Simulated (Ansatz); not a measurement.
**MnO2: changing the starting magnetic order**

```cif
data_structure
_symmetry_space_group_name_H-M 'P 1'
_symmetry_Int_Tables_number 1
_cell_length_a 2.8550
_cell_length_b 2.8550
_cell_length_c 10.2217
_cell_angle_alpha 90.000
_cell_angle_beta 90.000
_cell_angle_gamma 120.000
_cell_volume 72.15
loop_
_atom_site_label
_atom_site_type_symbol
_atom_site_fract_x
_atom_site_fract_y
_atom_site_fract_z
_atom_site_occupancy
Mn1 Mn 0.00000 0.00000 0.50000 1
Mn2 Mn 0.00000 0.00000 0.00000 1
O1 O 0.66667 0.33333 0.40686 1
O2 O 0.66667 0.33333 0.09314 1
O3 O 0.33333 0.66667 0.59314 1
O4 O 0.33333 0.66667 0.90686 1
```

Measurements of this composition are mostly on another form, of space group No. 136.

Kept alike: task single point; functional PBEsol; k mesh 11 × 11 × 3; occupations fermi-dirac, width 0.05 eV. Program: Ansatz, Ansatz PAW, cutoff 420 eV. The mesh is that of the run's cell of 6 atoms. No spin-orbit coupling.

| starting magnetic order | largest site moment (μB) | moment of the cell (μB) | free energy over the lowest row (meV/atom) |
| --- | --- | --- | --- |
| afm | 2.49 | 0.00 | 0.00 |
| ferri | 2.49 | 0.00 | 0.00 |
| ferromagnetic start, larger moments | 2.49 | 6.00 | 0.17 |
| fm | 2.49 | 6.00 | 0.17 |
| random | 2.49 | 0.00 | 0.00 |
| spin off | 0.00 | 0.00 | 360.80 |

Moments of the cell are magnitudes, and a label names the start alone. The runs hold the magnetic state that their start led to, which needn't be the lowest. The row without spin has no moments by construction. Site moments count inside each atom's sphere or projector. All rows use potentials made for PBE.

**Question.** What does the starting magnetic order change here?

**Answer.** The largest site moment runs from 0.00 (spin off) to 2.49 μB (afm; ferri; ferromagnetic start, larger moments; fm; random). The moment of the cell runs from 0.00 (afm; ferri; random; spin off) to 6.00 μB (ferromagnetic start, larger moments; fm). The free energy is lowest at afm; ferri; random, and 360.80 meV an atom higher at spin off. Starts that end at one energy have found one state: afm; ferri; random | ferromagnetic start, larger moments; fm.
